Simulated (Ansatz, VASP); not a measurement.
# One calculation of W, two programs

```
CELL_PARAMETERS angstrom
-1.59189 1.59189 1.59189
1.59189 -1.59189 1.59189
1.59189 1.59189 -1.59189
ATOMIC_POSITIONS crystal
W 0.00000 0.00000 0.00000
```

Alike in both runs: functional PBE; k mesh 20 × 20 × 20; occupations fermi-dirac, width 0.15 eV; no spin polarisation.

Ansatz relaxed the structure, and its values are those at the end. VASP's run is a single point on that final structure, the one shown.

|  | VASP | Ansatz |
| --- | --- | --- |
| version | VASP 6.6.1 | Ansatz 0.2.0 |
| potentials or method | VASP PAW PBE potentials, release 64 (W_sv) | scalar-relativistic, plane waves, PAW |
| plane-wave cutoff (eV) | 520 | 420 |
| valence electrons in the cell | 14 | 14 |

VASP gave:

```
gap on the k mesh at the Fermi level (eV) : none
pressure (GPa)                            : 0.5
```

Q: What did Ansatz give for the same quantities?

A: gap on the k mesh at the Fermi level (eV): none; pressure (GPa): 0.0.

A gap of «none» marks a metal or a gap that the smearing closes.

Spin-orbit coupling is left out, which matters for the levels of W.
